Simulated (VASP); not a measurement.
**From an Ansatz input to VASP: HfO2 (strained database structure)**

Ansatz input

```yaml
crystal:
  lattice:
    - [3.4336249585, 0.0, 0.0]
    - [0.0, 3.4336249585, 0.0]
    - [0.0, 0.0, 4.9941354306]
  atoms:
    - { symbol: Hf, position: [0.5, 0.5, 0.5] }
    - { symbol: Hf, position: [0.0, 0.0, 0.0] }
    - { symbol: O, position: [0.0, 0.5, 0.7197620232] }
    - { symbol: O, position: [0.5, 0.0, 0.7802379768] }
    - { symbol: O, position: [0.5, 0.0, 0.2802379768] }
    - { symbol: O, position: [0.0, 0.5, 0.2197620232] }
kpoints:
  mp_grid: { grid: [8, 8, 6] }
  band_path:
    path:
      - [0.0, 0.0, 0.0]
      - [0.0, 0.5, 0.0]
      - [0.5, 0.5, 0.0]
      - [0.0, 0.0, 0.5]
      - [0.0, 0.5, 0.5]
      - [0.5, 0.5, 0.5]
    npoints: 1
hamiltonian:
  xc: pbe
scf:
  occupations: { method: fermi_dirac, width: 0.02 }
  n_extra_bands: 5
output:
  forces: true
  stress: true
  eigenvalues: true
```

**Question.** Translate this input to VASP.

**Answer.** 

INCAR

```
SIGMA = 0.02
LREAL = .FALSE.
ISMEAR = -1
LWAVE = .FALSE.
NBANDS = 31
NELM = 120
GGA = PE
LASPH = .TRUE.
ENCUT = 520
EDIFF = 1E-7
ISIF = 2
LELF = .TRUE.
NSW = 0
LCHARG = .TRUE.
IBRION = -1
PREC = Accurate
```

KPOINTS

```
KPOINTS created by Atomic Simulation Environment
0
Gamma
8 8 6
0 0 0
```

KPOINTS_OPT

```
special points
6
Reciprocal
0.0000000000 0.0000000000 0.0000000000 1
0.0000000000 0.5000000000 0.0000000000 1
0.5000000000 0.5000000000 0.0000000000 1
0.0000000000 0.0000000000 0.5000000000 1
0.0000000000 0.5000000000 0.5000000000 1
0.5000000000 0.5000000000 0.5000000000 1
```

POSCAR

```
Hf O
 1.0000000000000000
     3.4336249584999998    0.0000000000000000    0.0000000000000000
     0.0000000000000000    3.4336249584999998    0.0000000000000000
     0.0000000000000000    0.0000000000000000    4.9941354306000001
 Hf  O
   2   4
Cartesian
  1.7168124792499999  1.7168124792499999  2.4970677153000000
  0.0000000000000000 -0.0000000000000000  0.0000000000000000
 -0.0000000000000000  1.7168124792499999  3.5945890215312688
  1.7168124792499999  0.0000000000000000  3.8966141243687318
  1.7168124792499999  0.0000000000000000  1.3995464090687315
 -0.0000000000000000  1.7168124792499999  1.0975213062312688
```

VASP ran with the recommended PBE PAW datasets (44 valence electrons in the cell). Other inputs would serve too.

|  | Ansatz | VASP |
| --- | --- | --- |
| gap between bands v and c | 4.48 eV | 4.53 eV |
| least direct gap | 4.80 eV | 4.83 eV |
| pressure | 40.1 GPa | 35.5 GPa |
| largest force | 0.06 eV/Å | 0.05 eV/Å |

The two codes use different PAW datasets and cutoffs. VASP's cell holds 44 valence electrons and Ansatz's 76. Ansatz's stress includes a Pulay correction; VASP's doesn't.
